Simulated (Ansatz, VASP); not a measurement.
# Ag: VASP beside Ansatz

INCAR

```
PREC     = Accurate       # precision mode
ENCUT    = 520            # plane-wave cutoff, eV
EDIFF    = 1E-6           # SCF threshold, eV
ISMEAR   = -1             # smearing method
SIGMA    = 0.05           # smearing width, eV
LREAL    = False          # projectors in reciprocal space
LASPH    = True           # aspherical terms in the spheres
NELM     = 150            # most SCF steps
ALGO     = Normal         # electronic algorithm
ISIF     = 2              # what is computed and relaxed
LWAVE    = False          # write WAVECAR
LCHARG   = True           # write CHGCAR
LNONCOLLINEAR= True           # non-collinear magnetism
MAGMOM   = 0 0 0          # initial moments
LORBIT   = 11             # projections on sites
LSORBIT  = True           # spin-orbit coupling
GGA_COMPAT= False        
LORBMOM  = True         
LMAXMIX  = 4              # l up to which the mixer works
GGA      = PE             # functional
LVHAR    = True         
NBANDS   = 22             # bands
```

File KPOINTS:

```
Automatic mesh
0
Gamma
  8 8 8
```

File POSCAR:

```
Ag
1.0
   -1.6556540000      1.6556540000      1.6556540000
    1.6556540000     -1.6556540000      1.6556540000
    1.6556540000      1.6556540000     -1.6556540000
Ag
1
Direct
    0.0000000000      0.0000000000      0.0000000000
```

The input input.yaml:

```yaml
crystal:
  lattice:
    - [-1.655654, 1.655654, 1.655654]
    - [1.655654, -1.655654, 1.655654]
    - [1.655654, 1.655654, -1.655654]
  atoms:
    - { symbol: Ag, position: [0.0, 0.0, 0.0] }
hamiltonian:
  xc: pbe
  pseudopotentials: { kind: paw_fr }
magnetization:
  noncollinear: true
  spin_orbit: true
kpoints:
  mp_grid: { grid: [8, 8, 8] }
  band_path:
    path:
      - [[0.0, 0.0, 0.0], [0.5, -0.5, 0.5], [0.0, 0.0, 0.5], [0.0, 0.0, 0.0], [0.25, 0.25, 0.25], [0.5, -0.5, 0.5]]
      - [[0.25, 0.25, 0.25], [0.0, 0.0, 0.5]]
    npoints: 14
scf:
  occupations: { method: fermi_dirac, width: 0.05 }
  n_extra_bands: 6
output:
  forces: true
  stress: true
  eigenvalues: true
  fatbands: false
  write_density: true
  write_potential: true
  elf: true
  volumetric_format: npy
```

This isn't the form of Ag at room conditions, which is fcc.

Alike in both runs: functional PBE; k mesh 8 × 8 × 8; occupations fermi-dirac, width 0.05 eV; non-collinear spin, spin-orbit coupling.

|  | VASP | Ansatz |
| --- | --- | --- |
| version | VASP 6.6.1 | Ansatz 0.2.0 |
| potentials or method | VASP PAW PBE potentials, release 64 (Ag) | Ansatz PAW |
| plane-wave cutoff (eV) | 520 | 420 |
| valence electrons in the cell | 11 | 19 |
| task | single point | band structure |

|  | VASP | Ansatz | Ansatz less VASP |
| --- | --- | --- | --- |
| gap on the k mesh at the Fermi level (eV) | none | none | - |
| pressure (GPa) | -0.9 | -0.9 | +0.06 |
| net moment per atom (μB) | 0.00 | 0.00 | 0.000 |

A gap of «none» marks a metal or a gap that the smearing closes. The two sets of potentials don't hold the same shells in valence.
